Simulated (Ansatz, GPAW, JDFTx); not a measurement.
Ni: programs and potentials compared

```
Ni
1.0
    -1.38372    1.38372    1.38372
     1.38372   -1.38372    1.38372
     1.38372    1.38372   -1.38372
Ni
1
Direct
  0.00000 0.00000 0.00000
```

This isn't the form of Ni at room conditions, which is fcc.

Alike in all runs: task equation of state; functional PBEsol; k mesh 13 × 13 × 13; occupations fermi-dirac, width 0.05 eV; collinear spin, ferromagnetic start; no spin-orbit coupling.

```tsv
program and potentials	plane-wave cutoff (eV)	notes	equilibrium volume (Å³/atom)	bulk modulus (GPa)
GPAW, PAW data sets generated for this functional	600	moment up to 0.62 μB a cell; this data set often lies off other programs	10.63	221.7
Ansatz, all-electron LAPW, scalar-relativistic	-	moment up to 0.62 μB a cell	?	?
JDFTx, PseudoDojo-SR-PBEsol-0.4.1-standard with smoothed tails	1333	-	10.48	220.5
```

**Question.** Estimate from the other rows what the run with Ansatz, all-electron LAPW, scalar-relativistic gave.

**Answer.** Equilibrium volume 10.48 Å³/atom; bulk modulus 220.2 GPa. The other rows, which needn't bracket it: equilibrium volume 10.48 to 10.63; bulk modulus 220.5 to 221.7.
